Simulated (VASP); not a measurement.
# SiO2 (P4_2/mnm) in VASP: Born charges and dielectric tensor with LDA

Aim: the Born charges and dielectric tensor of SiO2 with LDA.

Program: VASP 6.6.1. These are calculated values, not measurements. Logs are shortened: lines on timing, memory, paths and dates and some standing lists are left out, and cuts for length are marked.

### Step 1. The crystal as given

Symmetry: P4_2/mnm, No. 136, tetragonal system. Conventional cell: a = 4.154 Å, b = 4.154 Å, c = 2.666 Å, α = 90.00°, β = 90.00°, γ = 90.00°. Si (site symmetry mmm) is surrounded by 6 O at 1.76 to 1.79 Å. O (site symmetry m2m) is surrounded by 3 Si at 1.76 to 1.79 Å.

### Step 2. Born charges and dielectric tensor, LDA

INCAR

```
PREC = Accurate
ENCUT = 600
EDIFF = 1E-8
ISMEAR = 0
SIGMA = 0.02
LREAL = False
LASPH = True
NELM = 60
ALGO = Normal
ISIF = 2
LWAVE = False
LCHARG = False
GGA = CA
LEPSILON = True
IBRION = 8
NSW = 1
```

KPOINTS

```
Automatic mesh
0
Gamma
  2 2 4
```

POSCAR

```
SiO2
1.0
    4.1540100000      0.0000000000      0.0000000000
    0.0000000000      4.1540100000      0.0000000000
    0.0000000000      0.0000000000      2.6659500000
Si O
2 4
Direct
    0.0000000000      0.0000000000      0.0000000000
    0.5000000000      0.5000000000      0.5000000000
    0.3053900000      0.3053900000      0.0000000000
    0.1946100000      0.8053900000      0.5000000000
    0.6946100000      0.6946100000      0.0000000000
    0.8053900000      0.1946100000      0.5000000000
```

Potentials or basis: VASP PAW LDA potentials, release 64 (Si, O).

Run with:

```
$ cat potpaw_LDA.64/Si/POTCAR potpaw_LDA.64/O/POTCAR > POTCAR
$ mpirun -np 1 vasp_std > vasp.out
```

OUTCAR:

```text
PREC = Accurate
   ENCUT = 600
   EDIFF = 1E-8
   ISMEAR = 0
   LREAL = False
   LASPH = True
   NELM = 60
   ISIF = 2
   GGA = CA
   LEPSILON = True
   IBRION = 8
   NSW = 1

 ion  position               nearest neighbor table
   1  0.000  0.000  0.000-   4 1.76   6 1.76   4 1.76   6 1.76   5 1.79   3 1.79
   2  0.500  0.500  0.500-   3 1.76   5 1.76   3 1.76   5 1.76   4 1.79   6 1.79
   3  0.305  0.305  0.000-   2 1.76   2 1.76   1 1.79
   4  0.195  0.805  0.500-   1 1.76   1 1.76   2 1.79
   5  0.695  0.695  0.000-   2 1.76   2 1.76   1 1.79
   6  0.805  0.195  0.500-   1 1.76   1 1.76   2 1.79

  LATTYP: Found a simple tetragonal cell.
 ALAT       =     4.1540100000
 C/A-ratio  =     0.6417774632

  Lattice vectors:

 A1 = (   4.1540100000,   0.0000000000,   0.0000000000)
 A2 = (   0.0000000000,   4.1540100000,   0.0000000000)
 A3 = (   0.0000000000,   0.0000000000,   2.6659500000)

Analysis of symmetry for initial positions (statically):
=====================================================================
 Subroutine PRICEL returns:
 Original cell was already a primitive cell.

 Routine SETGRP: Setting up the symmetry group for a
 simple tetragonal supercell.

 Subroutine GETGRP returns: Found 16 space group operations
 (whereof  8 operations were pure point group operations)
 out of a pool of 16 trial point group operations.

The static configuration has the point symmetry D_2h.
 The point group associated with its full space group is D_4h.

Analysis of symmetry for dynamics (positions and initial velocities):
=====================================================================
 Subroutine PRICEL returns:
 Original cell was already a primitive cell.

 Routine SETGRP: Setting up the symmetry group for a
 simple tetragonal supercell.

 Subroutine GETGRP returns: Found 16 space group operations
 (whereof  8 operations were pure point group operations)
 out of a pool of 16 trial point group operations.

The dynamic configuration has the point symmetry D_2h.
 The point group associated with its full space group is D_4h.

 Subroutine INISYM returns: Found 16 space group operations
 (whereof  8 operations are pure point group operations),
 and found     1 'primitive' translations

----------------------------------------------------------------------------------------

                                     Primitive cell

  volume of cell :      46.0031

[... 444 lines left out ...]
  x     0.00000     0.00000     0.00000     0.00000     0.00000     0.00000
  y     0.00000     0.00000     0.00000     0.00000     0.00000     0.00000
  z     0.00000     0.00000     0.00000     0.00000     0.00000     0.00000

 PIEZOELECTRIC TENSOR (including local field effects)  for field in x, y, z        (C/m^2)
          XX          YY          ZZ          XY          YZ          ZX
  --------------------------------------------------------------------------------
  x     0.00000     0.00000     0.00000     0.00000     0.00000     0.00000
  y     0.00000     0.00000     0.00000     0.00000     0.00000     0.00000
  z     0.00000     0.00000     0.00000     0.00000     0.00000     0.00000

 BORN EFFECTIVE CHARGES (including local field effects) (in |e|, cummulative output)
 ---------------------------------------------------------------------------------
 ion    1
    1     3.79463     0.35266     0.00000
    2     0.35266     3.79463     0.00000
    3     0.00000     0.00000     4.05823
 ion    2
    1     3.79463    -0.35266     0.00000
    2    -0.35266     3.79463     0.00000
    3     0.00000     0.00000     4.05823
 ion    3
    1    -1.89731    -0.55538     0.00000
    2    -0.55538    -1.89731     0.00000
    3     0.00000     0.00000    -2.02912
 ion    4
    1    -1.89731     0.55538     0.00000
    2     0.55538    -1.89731     0.00000
    3     0.00000     0.00000    -2.02912
 ion    5
    1    -1.89731    -0.55538     0.00000
    2    -0.55538    -1.89731     0.00000
    3     0.00000     0.00000    -2.02912
 ion    6
    1    -1.89731     0.55538     0.00000
    2     0.55538    -1.89731     0.00000
    3     0.00000     0.00000    -2.02912

 INTERNAL STRAIN TENSOR FOR ION    6 for displacements in x,y,z  (eV/Angst):
          X           Y           Z          XY          YZ          ZX
  --------------------------------------------------------------------------------
  x     8.80158     3.83613     0.89700    -1.76105     0.00000     0.00000
  y    -3.83613    -8.80158    -0.89700     1.76105     0.00000     0.00000
  z     0.00000     0.00000     0.00000     0.00000    -2.82343     3.20804

 SECOND DERIVATIVES (NOT SYMMETRIZED)
 ------------------------------------
               1X          1Y          1Z          2X          2Y          2Z          3X          3Y          3Z          4X          4Y          4Z          5X          5Y          5Z          6X          6Y          6Z
  1X   -32.703528    7.519461    0.000000   15.254462   -0.020719    0.000000    1.002896    1.178324    0.000000    7.721637   -4.927695    0.000000    1.002896    1.178324    0.000000    7.721637   -4.927695    0.000000
  1Y     7.519461  -32.703528    0.000000   -0.020719   15.254462    0.000000    1.178324    1.002896    0.000000   -4.927695    7.721637    0.000000    1.178324    1.002896    0.000000   -4.927695    7.721637    0.000000
  1Z     0.000000    0.000000  -23.949198    0.000000    0.000000   -0.038915    0.000000    0.000000    1.317106    0.000000    0.000000   10.676951    0.000000    0.000000    1.317106    0.000000    0.000000   10.676951
  2X    15.254462    0.020719    0.000000  -32.703528   -7.519461    0.000000    7.721637    4.927695    0.000000    1.002896   -1.178324    0.000000    7.721637    4.927695    0.000000    1.002896   -1.178324    0.000000
  2Y     0.020719   15.254462    0.000000   -7.519461  -32.703528    0.000000    4.927695    7.721637    0.000000   -1.178324    1.002896    0.000000    4.927695    7.721637    0.000000   -1.178324    1.002896    0.000000
  2Z     0.000000    0.000000   -0.038915    0.000000    0.000000  -23.949198    0.000000    0.000000   10.676951    0.000000    0.000000    1.317106    0.000000    0.000000   10.676951    0.000000    0.000000    1.317106
  3X     1.014036    1.153018    0.000000    7.700675    4.934337    0.000000  -22.845540  -10.949196    0.000000    0.013642    0.212726    0.000000    4.758134    4.865743    0.000000    9.359052   -0.216628    0.000000
  3Y     1.153018    1.014036    0.000000    4.934337    7.700675    0.000000  -10.949196  -22.845540    0.000000   -0.216628    9.359052    0.000000    4.865743    4.758134    0.000000    0.212726    0.013642    0.000000
  3Z     0.000000    0.000000    1.336768    0.000000    0.000000   10.650499    0.000000    0.000000  -20.328034    0.000000    0.000000    4.244911    0.000000    0.000000   -0.149054    0.000000    0.000000    4.244911
  4X     7.700675   -4.934337    0.000000    1.014036   -1.153018    0.000000    0.013642   -0.212726    0.000000  -22.845540   10.949196    0.000000    9.359052    0.216628    0.000000    4.758134   -4.865743    0.000000
  4Y    -4.934337    7.700675    0.000000   -1.153018    1.014036    0.000000    0.216628    9.359052    0.000000   10.949196  -22.845540    0.000000   -0.212726    0.013642    0.000000   -4.865743    4.758134    0.000000
  4Z     0.000000    0.000000   10.650499    0.000000    0.000000    1.336768    0.000000    0.000000    4.244911    0.000000    0.000000  -20.328034    0.000000    0.000000    4.244911    0.000000    0.000000   -0.149054
  5X     1.014036    1.153018    0.000000    7.700675    4.934337    0.000000    4.758134    4.865743    0.000000    9.359052   -0.216628    0.000000  -22.845540  -10.949196    0.000000    0.013642    0.212726    0.000000
  5Y     1.153018    1.014036    0.000000    4.934337    7.700675    0.000000    4.865743    4.758134    0.000000    0.212726    0.013642    0.000000  -10.949196  -22.845540    0.000000   -0.216628    9.359052    0.000000
  5Z     0.000000    0.000000    1.336768    0.000000    0.000000   10.650499    0.000000    0.000000   -0.149054    0.000000    0.000000    4.244911    0.000000    0.000000  -20.328034    0.000000    0.000000    4.244911
  6X     7.700675   -4.934337    0.000000    1.014036   -1.153018    0.000000    9.359052    0.216628    0.000000    4.758134   -4.865743    0.000000    0.013642   -0.212726    0.000000  -22.845540   10.949196    0.000000
  6Y    -4.934337    7.700675    0.000000   -1.153018    1.014036    0.000000   -0.212726    0.013642    0.000000   -4.865743    4.758134    0.000000    0.216628    9.359052    0.000000   10.949196  -22.845540    0.000000
  6Z     0.000000    0.000000   10.650499    0.000000    0.000000    1.336768    0.000000    0.000000    4.244911    0.000000    0.000000   -0.149054    0.000000    0.000000    4.244911    0.000000    0.000000  -20.328034

 Eigenvectors and eigenvalues of the dynamical matrix
 ----------------------------------------------------

   1 f  =   28.504899 THz   179.101564 2PiTHz  950.821094 cm-1   117.886738 meV
             X         Y         Z           dx          dy          dz
      0.000000  0.000000  0.000000     0.000000   -0.000000    0.000000
      2.077005  2.077005  1.332975     0.000000    0.000000   -0.000000
      1.268593  1.268593  0.000000    -0.353553   -0.353553   -0.000000
      0.808412  3.345598  1.332975    -0.353553    0.353553    0.000000
      2.885417  2.885417  0.000000     0.353553    0.353553   -0.000000
      3.345598  0.808412  1.332975     0.353553   -0.353553   -0.000000
[... 145 lines left out ...]
  18 f/i=    0.009476 THz     0.059542 2PiTHz    0.316099 cm-1     0.039191 meV
             X         Y         Z           dx          dy          dz
      0.000000  0.000000  0.000000     0.022041   -0.482849   -0.000000
      2.077005  2.077005  1.332975     0.021619   -0.482830   -0.000000
      1.268593  1.268593  0.000000     0.016302   -0.364578   -0.000000
      0.808412  3.345598  1.332975     0.016666   -0.364594   -0.000000
      2.885417  2.885417  0.000000     0.016302   -0.364578   -0.000000
      3.345598  0.808412  1.332975     0.016666   -0.364594   -0.000000

--------------------------------------------------------------------------------------------------------

 MACROSCOPIC STATIC DIELECTRIC TENSOR IONIC CONTRIBUTION
 ------------------------------------------------------
           7.433431    -0.000000     0.000000
          -0.000000     7.433431    -0.000000
           0.000000    -0.000000     5.402176
 ------------------------------------------------------

 ELASTIC MODULI CONTR FROM IONIC RELAXATION (kBar)
 Direction    XX          YY          ZZ          XY          YZ          ZX
 --------------------------------------------------------------------------------
 XX        -928.5017    267.1768    -46.9394     -0.0000      0.0000      0.0000
 YY         267.1768   -928.5017    -46.9394      0.0000     -0.0000     -0.0000
 ZZ         -46.9394    -46.9394     -6.6633     -0.0000     -0.0000      0.0000
 XY          -0.0000      0.0000     -0.0000    -16.2443      0.0000      0.0000
 YZ           0.0000     -0.0000     -0.0000      0.0000    -55.0348      0.0000
 ZX           0.0000     -0.0000      0.0000      0.0000      0.0000    -71.0499
 --------------------------------------------------------------------------------

 PIEZOELECTRIC TENSOR IONIC CONTR  for field in x, y, z        (C/m^2)
          XX          YY          ZZ          XY          YZ          ZX
  --------------------------------------------------------------------------------
  x     0.00000    -0.00000     0.00000    -0.00000    -0.00000    -0.00000
  y     0.00000     0.00000     0.00000     0.00000    -0.00000    -0.00000
  z     0.00000    -0.00000    -0.00000    -0.00000    -0.00000     0.00000
```

It took 77 s on 1 thread of Intel Xeon Platinum 8488C (Sapphire Rapids), shared host; peak memory 0.2 GiB.

What came out:

* Band gap on the k mesh: 5.78 eV, direct
* Electronic dielectric tensor (diagonal): 3.42, 3.42, 3.64
* Born charges (mean of the diagonal): Si +3.88; O -1.94 e
* Highest phonon frequency at Γ, LO-TO splitting left out: 951 cm⁻¹

Phonon frequencies in cm⁻¹ (negative: imaginary):
| q point | frequencies |
| --- | --- |
| (0.000, 0.000, 0.000) | 0 0 0 221 385 470 470 586 586 593 593 593 660 756 759 822 822 951 |

Electronic dielectric tensor:
```
3.42 0.00 0.00
0.00 3.42 0.00
0.00 0.00 3.64
```

Born effective charge tensors (e):
atom 1, Si
```
3.79 0.35 0.00
0.35 3.79 0.00
0.00 0.00 4.06
```
atom 2, Si
```
 3.79 -0.35  0.00
-0.35  3.79  0.00
 0.00  0.00  4.06
```
atom 3, O
```
-1.90 -0.56  0.00
-0.56 -1.90  0.00
 0.00  0.00 -2.03
```
atom 4, O
```
-1.90  0.56  0.00
 0.56 -1.90  0.00
 0.00  0.00 -2.03
```
atom 5, O
```
-1.90 -0.56  0.00
-0.56 -1.90  0.00
 0.00  0.00 -2.03
```
atom 6, O
```
-1.90  0.56  0.00
 0.56 -1.90  0.00
 0.00  0.00 -2.03
```

Caveat: the k mesh is coarse (spacing up to 0.76 Å⁻¹), so the values aren't converged. Expect the measured gap to be larger: semilocal functionals such as LDA lack the derivative discontinuity.
